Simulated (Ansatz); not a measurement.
The system is SiS2.

```
S Si
1.0
    -2.78200    4.77250    2.77600
     2.78200   -4.77250    2.77600
     2.78200    4.77250   -2.77600
S Si
4 2
Direct
  0.38180 0.70880 0.09060
  0.61820 0.29120 0.90940
  0.88180 0.79120 0.67300
  0.11820 0.20880 0.32700
  0.25000 0.25000 0.00000
  0.75000 0.75000 0.00000
```

Program: Ansatz 0.2.0. Alike in all runs: task band structure; potentials or basis Ansatz PAW; no spin polarisation; cell as given; k mesh 7 × 7 × 7; smearing fermi-dirac 0.05 eV.

**Question.** Order these runs on this cell by their band gap on the k mesh, lowest first.
A. level LDA; cutoff (eV) 420
B. level PBE; cutoff (eV) 420
C. level r2SCAN; cutoff (eV) 500

**Answer.** A (2.57 eV), B (2.78 eV), C (3.17 eV).

